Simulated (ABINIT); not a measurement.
# C (Fd-3m) in ABINIT: settings compared, part 2 of 2

ABINIT 10.8.3 (patched build). The steps go on from the part before.

## Step 4: Equation of state, AM05

File run.abi:

```
# Datasets: one volume each
ndtset 7
getwfk -1
scalecart1 3*0.9795861087
scalecart2 3*0.9864848297
scalecart3 3*0.9932883884
scalecart4 3*1.0000000000
scalecart5 3*1.0066227096
scalecart6 3*1.0131594038
scalecart7 3*1.0196128224

# Pseudopotentials
pp_dirpath "./"
pseudos "C.upf"

# Structure
acell 2.5220660407 2.5220660407 2.5220660407 Angstrom
rprim
     0.0000000000     0.7071067812     0.7071067812
     0.7071067812     0.0000000000     0.7071067812
     0.7071067812     0.7071067812     0.0000000000
ntypat 1
znucl 6
natom 2
typat 1 1
xred
     0.7500000000     0.7500000000     0.7500000000
     0.5000000000     0.5000000000     0.5000000000

# Plane-wave basis
ecut 41.0

# k points
kptopt 1
ngkpt 13 13 13
nshiftk 1
shiftk 0.0 0.0 0.0

# Exchange and correlation
ixc -120135

# Bands and occupations
nband 8
occopt 3
tsmear 0.05 eV

# SCF cycle
nstep 100
tolvrs 1.0e-10

# Output
iomode 3
prtwf 1
prtden 0
prteig 0
prtebands 0
enunit 1
```

Potentials or basis: PseudoDojo NC SR PBEsol v0.4.1 standard.

Run with:

```
> abinit run.abi > log 2>&1
```

run.abo:

```text
.Version 10.8.3 of ABINIT
 DATASET    1 : space group Fd -3 m (#227); Bravais cF (face-center cubic)
================================================================================
 Values of the parameters that define the memory need for DATASET  1.
     intxc =       0    ionmov =       0      iscf =       7    lmnmax =       4
     lnmax =       4     mgfft =      30  mpssoang =       2    mqgrid =    3001
     natom =       2  nloc_mem =       1    nspden =       1   nspinor =       1
    nsppol =       1      nsym =      48    n1xccc =    2501    ntypat =       1
    occopt =       3   xclevel =       2
       mpw =         918          nfft =       27000          nkpt =          84
================================================================================
================================================================================
[... 61 lines left out ...]
 DATASET    7 : space group Fd -3 m (#227); Bravais cF (face-center cubic)
================================================================================
 Values of the parameters that define the memory need for DATASET  7.
     intxc =       0    ionmov =       0      iscf =       7    lmnmax =       4
     lnmax =       4     mgfft =      30  mpssoang =       2    mqgrid =    3001
     natom =       2  nloc_mem =       1    nspden =       1   nspinor =       1
    nsppol =       1      nsym =      48    n1xccc =    2501    ntypat =       1
    occopt =       3   xclevel =       2
       mpw =        1030          nfft =       27000          nkpt =          84
================================================================================
================================================================================

--------------------------------------------------------------------------------
------------- Echo of variables that govern the present computation ------------
--------------------------------------------------------------------------------
 -outvars: echo values of preprocessed input variables --------
            acell      4.7660140884E+00  4.7660140884E+00  4.7660140884E+00 Bohr
              amu      1.20110000E+01
             ecut      4.10000000E+01 Hartree
           enunit           1
           getwfk          -1
                       outvar_i_n : Printing only first  50 k-points.
              ixc     -120135
           jdtset        1    2    3    4    5    6    7
                       outvar_i_n : Printing only first  50 k-points.
         kptrlatt       13    0    0      0   13    0      0    0   13
          kptrlen1     6.06933755E+01
          kptrlen2     6.11208078E+01
          kptrlen3     6.15423439E+01
          kptrlen4     6.19581832E+01
          kptrlen5     6.23685142E+01
          kptrlen6     6.27735159E+01
          kptrlen7     6.31733580E+01
            natom           2
            nband           8
           ndtset           7
            ngfft          30      30      30
             nkpt          84
            nstep         100
             nsym          48
           ntypat           1
                       prtocc : prtvol=0, do not print more k-points.
           occopt           3
           prtden           0
        prtebands           0
           prteig           0
            rprim1     0.0000000000E+00  6.9267198023E-01  6.9267198023E-01
                       6.9267198023E-01  0.0000000000E+00  6.9267198023E-01
                       6.9267198023E-01  6.9267198023E-01  0.0000000000E+00
[... 27 lines left out ...]
           xangst3     2.6571010699E+00  2.6571010699E+00  2.6571010699E+00
                       1.7714007132E+00  1.7714007132E+00  1.7714007132E+00
           xangst4     2.6750550000E+00  2.6750550000E+00  2.6750550000E+00
                       1.7833700000E+00  1.7833700000E+00  1.7833700000E+00
           xangst5     2.6927711124E+00  2.6927711124E+00  2.6927711124E+00
                       1.7951807416E+00  1.7951807416E+00  1.7951807416E+00
           xangst6     2.7102571290E+00  2.7102571290E+00  2.7102571290E+00
                       1.8068380860E+00  1.8068380860E+00  1.8068380860E+00
           xangst7     2.7275203786E+00  2.7275203786E+00  2.7275203786E+00
                       1.8183469191E+00  1.8183469191E+00  1.8183469191E+00
            xcart1     4.9519266246E+00  4.9519266246E+00  4.9519266246E+00
                       3.3012844164E+00  3.3012844164E+00  3.3012844164E+00
            xcart2     4.9868004962E+00  4.9868004962E+00  4.9868004962E+00
                       3.3245336642E+00  3.3245336642E+00  3.3245336642E+00
            xcart3     5.0211933109E+00  5.0211933109E+00  5.0211933109E+00
                       3.3474622073E+00  3.3474622073E+00  3.3474622073E+00
            xcart4     5.0551213218E+00  5.0551213218E+00  5.0551213218E+00
                       3.3700808812E+00  3.3700808812E+00  3.3700808812E+00
            xcart5     5.0885999223E+00  5.0885999223E+00  5.0885999223E+00
                       3.3923999482E+00  3.3923999482E+00  3.3923999482E+00
            xcart6     5.1216437045E+00  5.1216437045E+00  5.1216437045E+00
                       3.4144291363E+00  3.4144291363E+00  3.4144291363E+00
            xcart7     5.1542665185E+00  5.1542665185E+00  5.1542665185E+00
                       3.4361776790E+00  3.4361776790E+00  3.4361776790E+00
             xred      7.5000000000E-01  7.5000000000E-01  7.5000000000E-01
                       5.0000000000E-01  5.0000000000E-01  5.0000000000E-01
            znucl        6.00000

================================================================================

 chkinp: Checking input parameters for consistency, jdtset=   1.

 chkinp: Checking input parameters for consistency, jdtset=   2.
[... 32 lines left out ...]
 getcut : COMMENT -
  Note that boxcut > 2.2 ; recall that boxcut=Gcut(box)/Gcut(sphere) = 2
  is sufficient for exact treatment of convolution.
  Such a large boxcut is a waste : you could raise ecut
  e.g. ecut=   51.052900 Hartrees makes boxcut=2

--- Pseudopotential description ------------------------------------------------
- pspini: atom type   1  psp file is ./C.upf
12 -116133 1 -1 1248                          pspcod,pspxc,lmax,lloc,mmax
     nproj     2     2

   6.95854787E+01                                ecore*ucvol(ha*bohr**3)
--------------------------------------------------------------------------------

================================================================================

--- !BeginCycle
iteration_state: {dtset: 1, }
solver: {iscf: 7, nstep: 100, nline: 4, wfoptalg: 0, }
tolerances: {tolvrs: 1.00E-10, }
...
[... 971 lines left out ...]
-Cartesian components of stress tensor (GPa)         [Pressure= -2.7421E+01 GPa]
- sigma(1 1)=  2.74207525E+01  sigma(3 2)=  0.00000000E+00
- sigma(2 2)=  2.74207525E+01  sigma(3 1)=  0.00000000E+00
- sigma(3 3)=  2.74207525E+01  sigma(2 1)=  0.00000000E+00

== END DATASET(S) ==============================================================
================================================================================

 -outvars: echo values of variables after computation  --------
            acell      4.7660140884E+00  4.7660140884E+00  4.7660140884E+00 Bohr
           etotal1    -1.1986232604E+01
           etotal2    -1.1987269326E+01
           etotal3    -1.1987760864E+01
           etotal4    -1.1987755379E+01
           etotal5    -1.1987298133E+01
           etotal6    -1.1986430431E+01
           etotal7    -1.1985188489E+01
            fcart1     1.9116460280E-30 -5.3058835879E-47 -6.3721534265E-31
                      -1.9116460280E-30  5.3058835879E-47  6.3721534265E-31
            fcart2    -2.2146570093E-30  9.4913871828E-31 -1.5818978638E-30
                       2.2146570093E-30 -9.4913871828E-31  1.5818978638E-30
            fcart3     1.9638282585E-31  1.9638282585E-31 -5.1059534721E-31
                      -1.9638282585E-31 -1.9638282585E-31  5.1059534721E-31
            fcart4    -1.7945959815E-30 -2.3407773672E-31  1.9506478060E-30
                       1.7945959815E-30  2.3407773672E-31 -1.9506478060E-30
            fcart5     3.1005027602E-30  3.1005027602E-30 -6.2010055203E-31
                      -3.1005027602E-30 -3.1005027602E-30  6.2010055203E-31
[... 38 lines left out ...]
                       0.0000000000E+00  0.0000000000E+00  0.0000000000E+00
           xangst1     2.6204467180E+00  2.6204467180E+00  2.6204467180E+00
                       1.7469644787E+00  1.7469644787E+00  1.7469644787E+00
           xangst2     2.6389011761E+00  2.6389011761E+00  2.6389011761E+00
                       1.7592674508E+00  1.7592674508E+00  1.7592674508E+00
           xangst3     2.6571010699E+00  2.6571010699E+00  2.6571010699E+00
                       1.7714007132E+00  1.7714007132E+00  1.7714007132E+00
           xangst4     2.6750550000E+00  2.6750550000E+00  2.6750550000E+00
                       1.7833700000E+00  1.7833700000E+00  1.7833700000E+00
           xangst5     2.6927711124E+00  2.6927711124E+00  2.6927711124E+00
                       1.7951807416E+00  1.7951807416E+00  1.7951807416E+00
           xangst6     2.7102571290E+00  2.7102571290E+00  2.7102571290E+00
                       1.8068380860E+00  1.8068380860E+00  1.8068380860E+00
           xangst7     2.7275203786E+00  2.7275203786E+00  2.7275203786E+00
                       1.8183469191E+00  1.8183469191E+00  1.8183469191E+00
             xred      7.5000000000E-01  7.5000000000E-01  7.5000000000E-01
                       5.0000000000E-01  5.0000000000E-01  5.0000000000E-01
 Calculation completed.
```

Wall time 66 s (1 thread of Arm Neoverse V2, shared host); peak memory 0.1 GiB.

Results:

* Equilibrium volume: 5.61 Å³/atom
* Bulk modulus: 451 GPa
* Pressure derivative of the bulk modulus: 3.7

Energy against volume, from the lowest point:
```csv
volume (Å³/atom),energy (meV/atom)
5.332,20.79
5.445,6.69
5.558,0.00
5.672,0.07
5.785,6.30
5.899,18.10
6.012,35.00
```

Caveat: pressures at fixed basis lie under the slope of the energies; the potentials were made for another functional, which shifts forces and pressure.

## Step 5: Summary

```csv
task,level,potentials or basis,cutoff (eV),fine-grid cutoff,gap on the mesh (eV),pressure (GPa)
band structure,r2SCAN,JTH PAW LDA v2.0,653,1251.72 eV,4.33,0.2
band structure,rSCAN,SG15 NC PBE v1.2,1333,-,4.30,-3.2
equation of state,AM05,PseudoDojo NC SR PBEsol v0.4.1 standard,1116,-,-,-
```

Alike in all rows: no spin polarisation; cell as given; k mesh 13 × 13 × 13; smearing fermi-dirac 0.05 eV.

Caveats: the potentials were made for another functional, which shifts forces and pressure (some runs); the PAW data sets were made with another functional, which shifts forces and pressure a little (some runs); the atomic spheres overlap (some runs); pressures at fixed basis lie under the slope of the energies (some runs).

Absolute energies hang on the potentials; compare differences alone.

## Step 6: Against experiment

Step 4. Measured bulk modulus of C: 442 GPa (quoted in “Equation of state of cubic boron nitride at high pressures and temperatures”, 2007, arxiv:cond-mat/0702656). This calculation gives 451 GPa (+1.9 %). 3 values of this kind are on record (442 to 444.8 GPa); this one was drawn at random among those near their median, those with a stated uncertainty first. The fit is for a static lattice scaled at fixed shape and fixed fractional positions.
